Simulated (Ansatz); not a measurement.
The system is FePt (Tetraferroplatinum).

```
Pt Fe
1.0
     2.72350    0.00000    0.00000
     0.00000    2.72350    0.00000
     0.00000    0.00000    3.72000
Pt Fe
1 1
Direct
  0.50000 0.50000 0.50000
  0.00000 0.00000 0.00000
```

* Program: Ansatz 0.2.0
* Task: relaxation of cell and atoms
* Functional: RPBE
* Potentials or basis: Ansatz PAW
* Cutoff: 420 eV (not typed: the program's choice for these potentials)
* k mesh: 10 × 10 × 7
* Occupations: fermi-dirac, width 0.05 eV
* Spin: collinear spin, ferromagnetic start
* Starting moments: [0.0, 3.0] μB

At the start: volume 13.80 Å³/atom.

**Question.** Where does the relaxation end?

**Answer.** It ends after 5 steps and the volume is 14.38 Å³/atom (+4.2 %); space group P4/mmm (No. 123, to 0.05 Å); moment 3.39 μB per cell.

The path:
```
step  energy change (eV)  largest force (eV/Å)  volume (Å³)
   1              0.0000                0.0000        27.59
   2             -0.0244                0.0000        29.21
   3             -0.0286                0.0000        28.80
   4             -0.0286                0.0000        28.76
   5             -0.0293                0.0000        28.76
```

Final structure:
```yaml
crystal:
  lattice:
    - [2.76025, 0.00000, 0.00000]
    - [0.00000, 2.76025, 0.00000]
    - [0.00000, 0.00000, 3.77484]
  atoms:
    - { symbol: Pt, position: [0.50000, 0.50000, 0.50000] }
    - { symbol: Fe, position: [0.00000, 0.00000, 0.00000] }
```

Caveat: the plane-wave basis is chosen anew once the cell has moved, so the energies of steps on either side of that aren't comparable; the PAW data sets come from PBE, with cores solved anew for the run's functional, which leaves a small shift of forces and pressure.
